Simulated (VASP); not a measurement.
# SnS2 (P-3m1) in VASP: a series of runs

One crystal, SnS2, is run at these levels: rev-vdW-DF2, PBE+D3(BJ); tasks: relaxation of cell and atoms.

Everything below comes from runs of VASP 6.6.1. Logs are shortened: lines on timing, memory, paths and dates and some standing lists are left out, and cuts for length are marked.

**1. The crystal as given**

It takes space group P-3m1 (No. 164, trigonal). Conventional cell: a = 3.639 Å, b = 3.639 Å, c = 5.868 Å, α = 90.00°, β = 90.00°, γ = 120.00°. Around Sn (site symmetry -3m) lie 6 S at 2.56 Å. S (site symmetry 3m) is surrounded by 3 Sn at 2.56 Å.

**2. Relaxation of cell and atoms, rev-vdW-DF2**

INCAR

```
SYSTEM = SnS2
PREC = Accurate ; ENCUT = 600
EDIFF = 1E-6 ; ISMEAR = 0
SIGMA = 0.03 ; LREAL = .FALSE.
LASPH = .TRUE. ; NELM = 80
ALGO = Normal ; ISIF = 3
LWAVE = .FALSE. ; LCHARG = .FALSE.
GGA = MK ; LUSE_VDW = .TRUE.
AGGAC = 0.0 ; PARAM1 = 0.1234
PARAM2 = 0.711357 ; ZAB_VDW = -1.8867
IBRION = 2 ; NSW = 90
EDIFFG = -0.01
```

KPOINTS

```
Automatic mesh
0
G
  9 9 5
  0 0 0
```

POSCAR

```
SnS2
1.0
    3.6390000000      0.0000000000      0.0000000000
   -1.8195000000      3.1514664400      0.0000000000
    0.0000000000      0.0000000000      5.8680000000
Sn S
1 2
Direct
    0.0000000000      0.0000000000      0.0000000000
    0.3333333300      0.6666666700      0.2500000000
    0.6666666700      0.3333333300      0.7500000000
```

Potentials or basis: VASP PAW PBE potentials, release 64 (Sn_d, S).

Started as:

```bash
cat potpaw_PBE.64/Sn_d/POTCAR potpaw_PBE.64/S/POTCAR > POTCAR
mpirun -np 1 vasp_std > vasp.out
```

OUTCAR:

```text
SYSTEM = SnS2
   PREC = Accurate
   ENCUT = 600
   EDIFF = 1E-6
   ISMEAR = 0
   LREAL = .FALSE.
   LASPH = .TRUE.
   NELM = 80
   ISIF = 3
   GGA = MK
   IBRION = 2
   NSW = 90
   EDIFFG = -0.01

 ion  position               nearest neighbor table
   1  0.000  0.000  0.000-   2 2.56   3 2.56   2 2.56   3 2.56   3 2.56   2 2.56
   2  0.333  0.667  0.250-   1 2.56   1 2.56   1 2.56
   3  0.667  0.333  0.750-   1 2.56   1 2.56   1 2.56

  LATTYP: Found a hexagonal cell.
 ALAT       =     3.6390000000
 C/A-ratio  =     1.6125309151

  Lattice vectors:

 A1 = (   3.6390000000,   0.0000000000,   0.0000000000)
 A2 = (  -1.8195000000,   3.1514664400,   0.0000000000)
 A3 = (   0.0000000000,   0.0000000000,   5.8680000000)

Analysis of symmetry for initial positions (statically):
=====================================================================
 Subroutine PRICEL returns:
 Original cell was already a primitive cell.

 Routine SETGRP: Setting up the symmetry group for a
 hexagonal supercell.

 Subroutine GETGRP returns: Found 12 space group operations
 (whereof 12 operations were pure point group operations)
 out of a pool of 24 trial point group operations.

The static configuration has the point symmetry D_3d.

Analysis of symmetry for dynamics (positions and initial velocities):
=====================================================================
 Subroutine PRICEL returns:
 Original cell was already a primitive cell.

 Routine SETGRP: Setting up the symmetry group for a
 hexagonal supercell.

 Subroutine GETGRP returns: Found 12 space group operations
 (whereof 12 operations were pure point group operations)
 out of a pool of 24 trial point group operations.

The dynamic configuration has the point symmetry D_3d.

 Subroutine INISYM returns: Found 12 space group operations
 (whereof 12 operations are pure point group operations),
 and found     1 'primitive' translations

----------------------------------------------------------------------------------------

                                     Primitive cell

  volume of cell :      67.2953

  direct lattice vectors                    reciprocal lattice vectors
     3.639000000  0.000000000  0.000000000     0.274800769  0.158656298  0.000000000
    -1.819500000  3.151466440  0.000000000     0.000000000  0.317312597  0.000000000
     0.000000000  0.000000000  5.868000000     0.000000000  0.000000000  0.170415815

  length of vectors
     3.639000000  3.638999996  5.868000000     0.317312597  0.317312597  0.170415815

  position of ions in fractional coordinates (direct lattice)
     0.000000000  0.000000000  0.000000000
     0.333333330  0.666666670  0.250000000
     0.666666670  0.333333330  0.750000000

  ion indices of the primitive-cell ions
   primitive index   ion index
                 1           1
                 2           2
                 3           3

----------------------------------------------------------------------------------------

 KPOINTS: Automatic mesh

Automatic generation of k-mesh.
 Grid dimensions read from file:
 generate k-points for:    9    9    5

 Generating k-lattice:

  Cartesian coordinates                     Fractional coordinates (reciprocal lattice)
     0.030533419  0.017628478  0.000000000     0.111111111  0.000000000  0.000000000
     0.000000000  0.035256955  0.000000000     0.000000000  0.111111111  0.000000000
     0.000000000  0.000000000  0.034083163     0.000000000  0.000000000  0.200000000

  Length of vectors
     0.035256955  0.035256955  0.034083163

  Shift w.r.t. Gamma in fractional coordinates (k-lattice)
     0.000000000  0.000000000  0.000000000

 Subroutine IBZKPT returns following result:
 ===========================================

 Found     50 irreducible k-points:

 Following reciprocal coordinates:
            Coordinates               Weight
  0.000000  0.000000  0.000000      1.000000
  0.111111 -0.000000  0.000000      6.000000
  0.222222 -0.000000  0.000000      6.000000
  0.333333 -0.000000  0.000000      6.000000
[... 42 lines left out ...]

 Free energy of the ion-electron system (eV)
  ---------------------------------------------------
  ext. energy  EPLUGINS =         0.00000000
  ---------------------------------------------------
  free energy    TOTEN  =        -7.79499892 eV

  energy without entropy =       -7.79499892  energy(sigma->0) =       -7.79499892

------------------------ aborting loop because EDIFF is reached ----------------------------------------

  FORCE on cell =-STRESS in cart. coord.  units (eV):
  Direction    XX          YY          ZZ          XY          YZ          ZX
  --------------------------------------------------------------------------------------
  -------------------------------------------------------------------------------------
  Total        1.3098815      1.3098815      1.0833265     -0.0000000      0.0000000      0.0000000
  in kB       31.1858623     31.1858622     25.7920039     -0.0000000      0.0000000      0.0000000
  external PRESSURE =      29.3879095 kB  Pullay stress =       0.0000000 kB
[... 96 lines left out ...]
  FREE ENERGIE OF THE ION-ELECTRON SYSTEM (eV)
  ---------------------------------------------------
  free  energy   TOTEN  =        -7.8169295899 eV

  energy  without entropy=       -7.8169295899  energy(sigma->0) =       -7.81692959

Total vdW correction in eV:      3.9236755

[... ionic steps 4 to 8 ...]

--------------------------------------- Ionic step        9  -------------------------------------------

 number of electron      25.9999997 magnetization

------------------------ aborting loop because EDIFF is reached ----------------------------------------

  FORCE on cell =-STRESS in cart. coord.  units (eV):
  Direction    XX          YY          ZZ          XY          YZ          ZX
  --------------------------------------------------------------------------------------
  -------------------------------------------------------------------------------------
  Total       -0.0298221     -0.0298221     -0.0501048      0.0000000      0.0000000      0.0000000
  in kB       -0.6879241     -0.6879241     -1.1557965      0.0000000      0.0000000      0.0000000
  external PRESSURE =      -0.8438816 kB  Pullay stress =       0.0000000 kB
[... 63 lines left out ...]
Total vdW correction in eV:      3.9247897

--------------------------------------- Ionic step       11  -------------------------------------------

 number of electron      25.9999997 magnetization

 Free energy of the ion-electron system (eV)
  ---------------------------------------------------
  ext. energy  EPLUGINS =         0.00000000
  ---------------------------------------------------
  free energy    TOTEN  =        -7.81751330 eV

  energy without entropy =       -7.81751330  energy(sigma->0) =       -7.81751330

 E-fermi :   4.5719     XC(G=0):  -9.6731

 val. band max:        4.4390403565   @ k =   0.0000   0.0000   0.0000
 cond. band min:       5.6715243845   @ k =   0.0000   0.4444   0.4000
 fundamental gap:      1.2324840280
 Fermi energy:         4.5718576276

 k-point     1 :       0.0000    0.0000    0.0000
  band No.  band energies     occupation
      1     -16.5300      2.00000
      2     -16.5300      2.00000
      3     -16.4892      2.00000
      4     -16.4661      2.00000
      5     -16.4661      2.00000
      6      -9.2037      2.00000
[... 9 lines left out ...]
     16       9.7045      0.00000
     17       9.7045      0.00000
[... 443 lines left out ...]
      1     -16.5656      2.00000
      2     -16.5097      2.00000
      3     -16.4855      2.00000
      4     -16.4663      2.00000
      5     -16.4488      2.00000
      6      -8.2694      2.00000
[... 9 lines left out ...]
     16      10.1628      0.00000
     17      11.2657      0.00000

 [... further k-points ...]

------------------------ aborting loop because EDIFF is reached ----------------------------------------

  FORCE on cell =-STRESS in cart. coord.  units (eV):
  Direction    XX          YY          ZZ          XY          YZ          ZX
  --------------------------------------------------------------------------------------
  -------------------------------------------------------------------------------------
  Total       -0.0073545     -0.0073545     -0.0267722     -0.0000000      0.0000000      0.0000000
  in kB       -0.1700264     -0.1700264     -0.6189384     -0.0000000      0.0000000      0.0000000
  external PRESSURE =      -0.3196637 kB  Pullay stress =       0.0000000 kB
[... 18 lines left out ...]
  FREE ENERGIE OF THE ION-ELECTRON SYSTEM (eV)
  ---------------------------------------------------
  free  energy   TOTEN  =        -7.8175132980 eV

  energy  without entropy=       -7.8175132980  energy(sigma->0) =       -7.81751330

Total vdW correction in eV:      3.9225170

 reached required accuracy - stopping structural energy minimisation
```

Run time: 6.5 min. Hardware: 1 thread of Intel Xeon 6975P-C (Granite Rapids), shared host; peak memory 0.5 GiB.

What came out:

```yaml
Free_energy: -7.8175 eV
Relaxed_volume: 23.10 Å³/atom
Relaxed_cell: a = 3.688 Å, b = 3.688 Å, c = 5.885 Å, α = 90.00°, β = 90.00°, γ = 120.00°
Space_group_after_relaxing_to_0.05_Å: P-3m1 (No. 164)
Energy_gained_by_relaxing: 7.5 meV/atom
Ionic_steps: 11
Pressure_after_relaxing: 0.0 GPa
Band_gap_on_the_k_mesh: 1.23 eV, indirect (least direct gap 1.58 eV)
```

The path:
| step | energy change (eV) | largest force (eV/Å) | pressure (GPa) | volume (Å³) |
| --- | --- | --- | --- | --- |
| 1 | 0.0000 | 0.3505 | 2.94 | 67.30 |
| 2 | -0.0049 | 0.3273 | -2.28 | 71.38 |
| 3 | -0.0219 | 0.0258 | -0.03 | 69.41 |
| 4 | -0.0219 | 0.0191 | 0.06 | 69.37 |
| 5 | -0.0223 | 0.0036 | 0.04 | 69.41 |
| 6 | -0.0224 | 0.0203 | 0.01 | 69.44 |
| 7 | -0.0224 | 0.0111 | -0.05 | 69.46 |
| 8 | -0.0224 | 0.0016 | -0.11 | 69.47 |
| 9 | -0.0224 | 0.0018 | -0.08 | 69.46 |
| 10 | -0.0225 | 0.0002 | -0.07 | 69.40 |
| 11 | -0.0225 | 0.0017 | -0.03 | 69.30 |

Final structure:
```xyz
3
Lattice="3.6876 0.0000 0.0000 -1.8438 3.1936 0.0000 0.0000 0.0000 5.8846" Properties=species:S:1:pos:R:3 pbc="T T T"
Sn    1.8438    3.1936    0.0000
S     0.0000    2.1291    1.4836
S     1.8438    1.0645    4.4010
```

Levels at points of the mesh, in eV from the valence-band top:
```csv
k point,band 9,band 10,band 11,band 12,band 13,band 14,band 15,band 16,band 17
"(0.00, 0.00, 0.00)",-0.68,-0.68,-0.42,-0.42,0.00,1.58,3.52,5.27,5.27
```

Caveat: the PAW data sets were made with another functional, which shifts forces and pressure a little; spin-orbit coupling is left out, which moves the levels of the heavy elements; an odd mesh through Γ misses points on the zone boundary, where band edges often lie. Zero-point motion and thermal expansion aren't in these numbers.

**3. Relaxation of cell and atoms, rev-vdW-DF2**

This run uses another cell than the first one, of 23.10 Å³/atom, 1.030 times its volume.

Changes to INCAR since step 2:

```diff
@@ -2,3 +2,3 @@
 PREC = Accurate ; ENCUT = 600
-EDIFF = 1E-6 ; ISMEAR = 0
+EDIFF = 1E-7 ; ISMEAR = 0
 SIGMA = 0.03 ; LREAL = .FALSE.
@@ -11,2 +11,2 @@
 IBRION = 2 ; NSW = 90
-EDIFFG = -0.01
+EDIFFG = -0.005
```

KPOINTS is that of step 2.

POSCAR

```
SnS2                                    
1.0
    3.6876449906      0.0000000000     -0.0000000000
   -1.8438224953      3.1935942375     -0.0000000000
    0.0000000000      0.0000000000      5.8846167329
  Sn              S             
     1     2
Direct
     1.0000000000000000    1.0000000000000000    0.0000000000000000
     0.3333333300000021    0.6666666699999979    0.2521217477333333
     0.6666666699999979    0.3333333300000021    0.7478782522666667
```

Potentials or basis: VASP PAW PBE potentials, release 64 (Sn_d, S).

Started as:

```bash
cat potpaw_PBE.64/Sn_d/POTCAR potpaw_PBE.64/S/POTCAR > POTCAR
mpirun -np 1 vasp_std > vasp.out
```

It took 3.5 min on 1 thread of Intel Xeon 6975P-C (Granite Rapids), shared host; peak memory 0.5 GiB.

It converged, with:

```
Free energy                            : -7.8178 eV
Relaxed volume                         : 23.07 Å³/atom
Relaxed cell                           : a = 3.687 Å, b = 3.687 Å, c = 5.879 Å, α = 90.00°, β = 90.00°, γ = 120.00°
Space group after relaxing (to 0.05 Å) : P-3m1 (No. 164)
Energy gained by relaxing              : 0.0 meV/atom
Ionic steps                            : 5
Pressure after relaxing                : 0.0 GPa
Largest force after relaxing           : 0.004 eV/Å
Band gap on the k mesh                 : 1.23 eV, indirect (least direct gap 1.57 eV)
```

Forces in eV/Å, atoms in the order of the input:
```
Sn   0.000  0.000  0.000
S    0.000  0.000  0.004
S    0.000  0.000 -0.004
```

Final structure:
```
CELL_PARAMETERS angstrom
3.68730 0.00000 0.00000
-1.84365 3.19329 0.00000
0.00000 0.00000 5.87853
ATOMIC_POSITIONS crystal
Sn 0.00000 0.00000 0.00000
S 0.33333 0.66667 0.25228
S 0.66667 0.33333 0.74772
```

Levels at points of the mesh, in eV from the valence-band top:
```
           k point  band 9  band 10  band 11  band 12  band 13  band 14  band 15  band 16  band 17
(0.00, 0.00, 0.00)   -0.68    -0.68    -0.43    -0.43     0.00     1.57     3.51     5.26     5.26
```

Caveat: the PAW data sets were made with another functional, which shifts forces and pressure a little; spin-orbit coupling is left out, which moves the levels of the heavy elements; an odd mesh through Γ misses points on the zone boundary, where band edges often lie.

**4. Relaxation of cell and atoms, PBE+D3(BJ)**

INCAR

```
SYSTEM = SnS2
ALGO = Normal
EDIFF = 1E-6
EDIFFG = -0.01
ENCUT = 600
GGA = PE
IBRION = 2
ISIF = 3
ISMEAR = 0
IVDW = 12
LASPH = .TRUE.
LCHARG = .FALSE.
LREAL = .FALSE.
LWAVE = .FALSE.
NELM = 80
NSW = 90
PREC = Accurate
SIGMA = 0.03
```

KPOINTS

```
k-points
0
G
  9 9 5
  0 0 0
```

POSCAR

```
SnS2
1.0
    3.6390000000      0.0000000000      0.0000000000
   -1.8195000000      3.1514664400      0.0000000000
    0.0000000000      0.0000000000      5.8680000000
Sn S
1 2
Direct
    0.0000000000      0.0000000000      0.0000000000
    0.3333333300      0.6666666700      0.2500000000
    0.6666666700      0.3333333300      0.7500000000
```

Started as:

```bash
cat potpaw_PBE.64/Sn_d/POTCAR potpaw_PBE.64/S/POTCAR > POTCAR
mpirun -np 1 vasp_std > vasp.out
```

Run time: 3.9 min. Hardware: 1 thread of AMD EPYC 9R45 (Zen 5), shared host; peak memory 0.23 GiB.

Results (log left out):

```
Free energy                            : -14.1386 eV
Relaxed volume                         : 22.57 Å³/atom
Relaxed cell                           : a = 3.667 Å, b = 3.667 Å, c = 5.813 Å, α = 90.00°, β = 90.00°, γ = 120.00°
Space group after relaxing (to 0.05 Å) : P-3m1 (No. 164)
Energy gained by relaxing              : 3.1 meV/atom
Ionic steps                            : 14
Pressure after relaxing                : 0.0 GPa
Band gap on the k mesh                 : 1.31 eV, indirect (least direct gap 1.75 eV)
Dispersion energy per atom             : -0.328 eV
```

The path:
| step | energy change (eV) | largest force (eV/Å) | pressure (GPa) | volume (Å³) |
| --- | --- | --- | --- | --- |
| 1 | 0.0000 | 0.2533 | 1.72 | 67.30 |
| 2 | -0.0012 | 0.1919 | -1.55 | 69.66 |
| 3 | -0.0080 | 0.0160 | -0.06 | 68.51 |
| 4 | -0.0080 | 0.0202 | 0.00 | 68.48 |
| 5 | -0.0082 | 0.0292 | 0.00 | 68.45 |
| 6 | -0.0085 | 0.0517 | -0.04 | 68.37 |
| 7 | -0.0087 | 0.0381 | -0.07 | 68.31 |
| 8 | -0.0091 | 0.0001 | -0.17 | 68.12 |
| 9 | -0.0092 | 0.0182 | -0.23 | 68.02 |
| 10 | -0.0093 | 0.0098 | -0.08 | 67.86 |
| 11 | -0.0093 | 0.0081 | -0.09 | 67.82 |
| 12 | -0.0094 | 0.0046 | -0.03 | 67.75 |
| 13 | -0.0094 | 0.0027 | 0.08 | 67.62 |
| 14 | -0.0094 | 0.0018 | -0.01 | 67.70 |

Final structure:
```yaml
crystal:
  lattice:
    - [3.66721, 0.00000, 0.00000]
    - [-1.83361, 3.17590, 0.00000]
    - [0.00000, 0.00000, 5.81303]
  atoms:
    - { symbol: Sn, position: [0.00000, 0.00000, 0.00000] }
    - { symbol: S, position: [0.33333, 0.66667, 0.25437] }
    - { symbol: S, position: [0.66667, 0.33333, 0.74563] }
```

Levels at points of the mesh, in eV from the valence-band top:
```csv
k point,band 11,band 12,band 13,band 14,band 15,band 16
"(0.00, 0.00, 0.00)",-0.47,-0.47,0.00,1.75,3.54,5.34
```

Caveat: spin-orbit coupling is left out, which moves the levels of the heavy elements; an odd mesh through Γ misses points on the zone boundary, where band edges often lie.

**5. Relaxation of cell and atoms, PBE+D3(BJ)**

This run uses another cell than the first one, of 22.57 Å³/atom, 1.006 times its volume.

Changes to INCAR since step 4:

```diff
@@ -2,4 +2,4 @@
 ALGO = Normal
-EDIFF = 1E-6
-EDIFFG = -0.01
+EDIFF = 1E-7
+EDIFFG = -0.005
 ENCUT = 600
```

KPOINTS is that of step 4.

POSCAR

```
SnS2                                    
1.0
    3.6672149210      0.0000000000     -0.0000000000
   -1.8336074605      3.1759012782      0.0000000000
    0.0000000000      0.0000000000      5.8130285534
  Sn              S             
     1     2
Direct
     0.0000000000000000    0.0000000000000000    0.0000000000000000
     0.3333333300000021    0.6666666699999979    0.2543667570920880
     0.6666666699999979    0.3333333300000021    0.7456332429079119
```

Started as:

```bash
cat potpaw_PBE.64/Sn_d/POTCAR potpaw_PBE.64/S/POTCAR > POTCAR
mpirun -np 1 vasp_std > vasp.out
```

It took 52 s on 1 thread of AMD EPYC 9R45 (Zen 5), shared host; peak memory 0.21 GiB.

The run converged. Its results:

```
Free energy                            : -14.1386 eV
Relaxed volume                         : 22.56 Å³/atom
Relaxed cell                           : a = 3.667 Å, b = 3.667 Å, c = 5.811 Å, α = 90.00°, β = 90.00°, γ = 120.00°
Space group after relaxing (to 0.05 Å) : P-3m1 (No. 164)
Energy gained by relaxing              : 0.0 meV/atom
Ionic steps                            : 2
Pressure after relaxing                : 0.0 GPa
Largest force after relaxing           : 0.005 eV/Å
Band gap on the k mesh                 : 1.31 eV, indirect (least direct gap 1.75 eV)
Dispersion energy per atom             : -0.328 eV
```

Forces on the atoms (eV/Å):
```
Sn   0.000  0.000  0.000
S    0.000  0.000  0.005
S    0.000  0.000 -0.005
```

Final structure:
```cif
data_structure
_symmetry_space_group_name_H-M 'P 1'
_symmetry_Int_Tables_number 1
_cell_length_a 3.6671
_cell_length_b 3.6671
_cell_length_c 5.8110
_cell_angle_alpha 90.000
_cell_angle_beta 90.000
_cell_angle_gamma 120.000
_cell_volume 67.67
loop_
_atom_site_label
_atom_site_type_symbol
_atom_site_fract_x
_atom_site_fract_y
_atom_site_fract_z
_atom_site_occupancy
Sn1 Sn 0.00000 0.00000 0.00000 1
S1 S 0.33333 0.66667 0.25435 1
S2 S 0.66667 0.33333 0.74565 1
```

Levels at points of the mesh, in eV from the valence-band top:
```csv
k point,band 10,band 11,band 12,band 13,band 14,band 15,band 16,band 17
"(0.00, 0.00, 0.00)",-0.72,-0.48,-0.48,0.00,1.75,3.54,5.33,5.33
```

Caveat: spin-orbit coupling is left out, which moves the levels of the heavy elements; an odd mesh through Γ misses points on the zone boundary, where band edges often lie.
